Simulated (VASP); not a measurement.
# Bi: single point with PBE

Crystal: Bi.

```
Bi
1.0
    -4.42182    4.42182    4.42182
     4.42182   -4.42182    4.42182
     4.42182    4.42182   -4.42182
Bi
8
Direct
  0.19920 0.19920 0.19920
  0.50000 0.00000 0.30080
  0.30080 0.50000 0.00000
  0.00000 0.30080 0.50000
  0.80080 0.80080 0.80080
  0.50000 0.00000 0.69920
  0.69920 0.50000 0.00000
  0.00000 0.69920 0.50000
```

The cell was built by a generator and needn't be a form met in nature.

| Quantity | Value |
| --- | --- |
| Program | VASP 6.6.1 |
| Task | single point |
| Functional | PBE |
| Potentials or basis | VASP PAW PBE potentials, release 64 (Bi_d) |
| Cutoff | 520 eV |
| k mesh | 6 × 6 × 6 |
| Occupations | gaussian, width 0.1 eV |
| Spin | no spin polarisation |

| Property | Result |
| --- | --- |
| Pressure | 0.0 GPa |
| Largest force | 0.014 eV/Å |
| Band gap on the k mesh | none (metal or under the smearing width) |

Forces on the atoms (eV/Å):
```
Bi   0.008  0.008  0.008
Bi  -0.008 -0.008  0.008
Bi   0.008 -0.008 -0.008
Bi  -0.008  0.008 -0.008
Bi  -0.008 -0.008 -0.008
Bi   0.008  0.008 -0.008
Bi  -0.008  0.008  0.008
Bi   0.008 -0.008  0.008
```

Levels at points of the mesh, in eV from the Fermi level:
```tsv
k point	band 56	band 57	band 58	band 59	band 60	band 61	band 62	band 63	band 64	band 65
(0.00, 0.00, 0.00)	-1.86	-1.27	-1.27	-1.27	0.47	0.47	0.47	1.51	1.51	1.51
(0.50, 0.00, 0.00)	-2.00	-1.63	-1.63	-0.31	-0.31	0.06	0.06	1.46	1.46	1.97
(0.50, 0.50, 0.50)	-1.24	-1.24	-1.24	-0.11	-0.11	-0.11	0.66	0.95	0.95	0.95
```

It took 12 min on 1 thread of AMD EPYC 7R13 Processor (Zen 3), with other jobs on the host, peak memory 0.63 GiB.

Caveat: spin-orbit coupling is left out, which moves the levels of the heavy elements.
